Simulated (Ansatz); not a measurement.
Input and command of a calculation in Ansatz (plane waves; scalar-relativistic PAW potentials unless the input names others):

```yaml
crystal:
  lattice:
    - [1.5107525019, 0.8722333638, 2.1163589618]
    - [-1.5107525019, 0.8722333638, 2.1163589618]
    - [0.0, -1.7444667273, 2.1163589619]
  atoms:
    - { symbol: Co, position: [0.0, 0.0, 0.0], spin: 2.7 }
    - { symbol: O, position: [0.5, 0.5, 0.5], spin: 0.34 }
basis:
  ecutwfc: 420
kpoints:
  mp_grid: { grid: [18, 18, 18] }
hamiltonian:
  xc: pbe
scf:
  occupations: { method: gaussian, width: 0.1 }
  max_iter: 80
output:
  forces: true
  eigenvalues: true
  stress: true
magnetization:
  spin_polarized: true
total_charge: 0.5
```

```bash
ansatz run input.yaml --threads 1 --pin off --max-ram 2560MiB --backend cpu --events-out ev --progress --plain --runs-dir out
```

Abridged log:
```
Basis set: ecut = 420 eV, 325 PW (Γ), exchange–correlation on 40×40×40 points (8 copies of the dense FFT grid, shifted against one another)
Bands: 17, of which v1, the nominal top of the filled ones, is band 11 counted from 1 (10 counted from 0)
Symmetry: 12 space group operations
k-points: 580 of 5832
SCF iter   1: F=—  HF=-5702.297662 eV  |F-HF|=—  |Δ(HF+E_count)|=         —  Δρ=3.63e-1 (↑1.31e-1 ↓3.63e-1) dr2=2.51e1  dr2_m=3.14e0  M=1.341 μB ∫|m|=1.341 μB  β_m=0.30  ethr=3.10e-3  ⟨swp⟩=5.2  Hψ=84833  notcnv=0
Mixer restart at iter 1: flushing history
SCF iter   2: F=—  HF=-5699.767148 eV  |F-HF|=—  |Δ(HF+E_count)|=    2.53e0  Δρ=1.31e-1 (↑4.99e-2 ↓1.31e-1) dr2=3.89e0  dr2_m=5.33e-1  M=1.741 μB ∫|m|=1.741 μB  β_m=0.38  ethr=3.10e-3  ⟨swp⟩=3.0  Hψ=52254  notcnv=0  defer=1217
SCF iter   3: F=—  HF=-5699.209483 eV  |F-HF|=—  |Δ(HF+E_count)|=   5.58e-1  Δρ=4.43e-2 (↑2.78e-2 ↓4.43e-2) dr2=1.78e-1  dr2_m=6.94e-2  M=2.211 μB ∫|m|=2.212 μB  β_m=0.47  ethr=3.10e-3  ⟨swp⟩=3.6  Hψ=46146  notcnv=0  defer=1121
SCF iter   4: F=—  HF=-5699.779115 eV  |F-HF|=—  |Δ(HF+E_count)|=   5.70e-1  Δρ=6.89e-2 (↑2.13e-2 ↓6.89e-2) dr2=3.92e-1  dr2_m=2.27e-1  M=2.480 μB ∫|m|=2.483 μB  β_m=0.74  ethr=7.91e-4  ⟨swp⟩=2.3  Hψ=42810  notcnv=0  defer=1013
SCF iter   5: F=—  HF=-5700.145470 eV  |F-HF|=—  |Δ(HF+E_count)|=   3.66e-1  Δρ=4.09e-2 (↑2.67e-2 ↓4.09e-2) dr2=1.87e-1  dr2_m=1.32e-1  M=2.715 μB ∫|m|=2.721 μB  β_m=0.71  ethr=7.91e-4  ⟨swp⟩=2.8  Hψ=39719  notcnv=0  defer=1013
SCF iter   6: F=—  HF=-5700.183347 eV  |F-HF|=—  |Δ(HF+E_count)|=   3.79e-2  Δρ=8.92e-3 (↑2.94e-3 ↓8.92e-3) dr2=1.00e-2  dr2_m=2.53e-3  M=2.708 μB ∫|m|=2.717 μB  β_m=0.77  ethr=7.91e-4  ⟨swp⟩=2.8  Hψ=42357  notcnv=0  defer=922
SCF iter   7: F=—  HF=-5700.186131 eV  |F-HF|=—  |Δ(HF+E_count)|=   2.78e-3  Δρ=2.38e-3 (↑9.41e-4 ↓2.38e-3) dr2=8.74e-4  dr2_m=1.19e-4  M=2.699 μB ∫|m|=2.708 μB  β_m=0.88  ethr=4.47e-5  ⟨swp⟩=2.1  Hψ=27148  notcnv=0  defer=921
SCF iter   8: F=—  HF=-5700.186263 eV  |F-HF|=—  |Δ(HF+E_count)|=   1.32e-4  Δρ=3.50e-4 (↑1.01e-4 ↓3.50e-4) dr2=7.62e-6  dr2_m=5.09e-6  M=2.700 μB ∫|m|=2.709 μB  β_m=0.94  ethr=3.89e-6  ⟨swp⟩=2.1  Hψ=31338  notcnv=0  defer=923
SCF iter   9: F=—  HF=-5700.186277 eV  |F-HF|=—  |Δ(HF+E_count)|=   1.40e-5  Δρ=8.53e-5 (↑5.45e-5 ↓8.53e-5) dr2=1.44e-7  dr2_m=6.79e-7  M=2.700 μB ∫|m|=2.709 μB  β_m=0.93  ethr=3.39e-8  ⟨swp⟩=2.5  Hψ=32359  notcnv=0  defer=923
SCF iter  10: F=—  HF=-5700.186277 eV  |F-HF|=—  |Δ(HF+E_count)|=   2.78e-7  Δρ=2.88e-5 (↑2.88e-5 ↓2.72e-5) dr2=2.45e-7  dr2_m=1.47e-8  M=2.700 μB ∫|m|=2.709 μB  β_m=0.96  ethr=6.39e-10  ⟨swp⟩=2.0  Hψ=33044  notcnv=0  defer=923
SCF iter  11: F=—  HF=-5700.186277 eV  |F-HF|=—  |Δ(HF+E_count)|=   3.83e-8  Δρ=1.49e-5 (↑9.38e-6 ↓1.49e-5) dr2=2.54e-8  dr2_m=1.54e-8  M=2.700 μB ∫|m|=2.709 μB  β_m=0.81  ethr=6.39e-10  ⟨swp⟩=2.0  Hψ=32791  notcnv=0  defer=923
SCF iter  12: F=-5700.186277 eV  HF=-5700.186277 eV  |F-HF|=5.66e-10  |Δ(HF+E_count)|=   5.02e-9  Δρ=2.03e-6 (↑1.38e-6 ↓2.03e-6) dr2=5.66e-10  dr2_m=9.39e-11  M=2.700 μB ∫|m|=2.709 μB  ethr=1.13e-10  ⟨swp⟩=4.7  Hψ=73397  notcnv=0
SCF 1 converged in 12 iterations: F = -5700.186277 eV  dr2 = 5.66e-10
SCF converged after 12 iterations
Magnetization: 2.6998 μB (12.5999 up, 9.9001 down)
Absolute magnetization: 2.7089 μB (∫|ρ↑−ρ↓|, with the PAW one-centre terms)
Spin contamination: 0.0195 ħ² per cell (⟨S²⟩ above its minimum at these occupations)
Per-site moments (μB) at R_I (Å): [(2.33636977, 0.84163222), (0.23456160, 0.84163222)]
Free energy (F): -5700.186277 eV
Harris-Foulkes:  -5700.186277 eV  (|F-HF|=5.66e-10)
Internal energy: -5700.173041 eV  (E = F + TS)
E sigma→0 (E₀):  -5700.179659 eV
Entropy (-TS):   -0.013236 eV (-6.618 meV/atom)
Fermi energy:    16.057418 eV
--- Forces (eV/Å), atoms counted from 1 ---
  atom   1  Co     0.00000000     0.00000000     0.00000000
  atom   2  O      0.00000000     0.00000000     0.00000000
--- Stress (GPa, compression-positive) ---
       29.767119       0.000000       0.000000
        0.000000      29.767119       0.000000
        0.000000       0.000000      38.944459
  P = ⅓ Tr σ = 32.8262 GPa (328.262 kbar)
```

**Question.** What should be changed?

**Answer.** The fault is a net charge on a solid that should be neutral, 0.5 electrons a cell too few, offset by a uniform background, so that energy and pressure hang on that convention (total_charge: not typed → 0.5, the first being the value of the sound run). Setting it back cures it. The run converged all the same, with a total energy on another zero, pressure 32.83 GPa (with the neutralising background of the charged cell), largest force 0.000 eV/Å, no gap on the mesh, so convergence alone doesn't show that an input is right. A reference run on usual settings, whose relaxation ended at this geometry, converged, and the end of its own relaxation has pressure 24.61 GPa, largest force 0.000 eV/Å, no gap on the mesh (its cell was held, or driven to that pressure on purpose).

It took 29 s on 1 thread of Intel(R) Xeon(R) Platinum 8488C (Sapphire Rapids), with other jobs on the host, peak memory 0.6 GiB.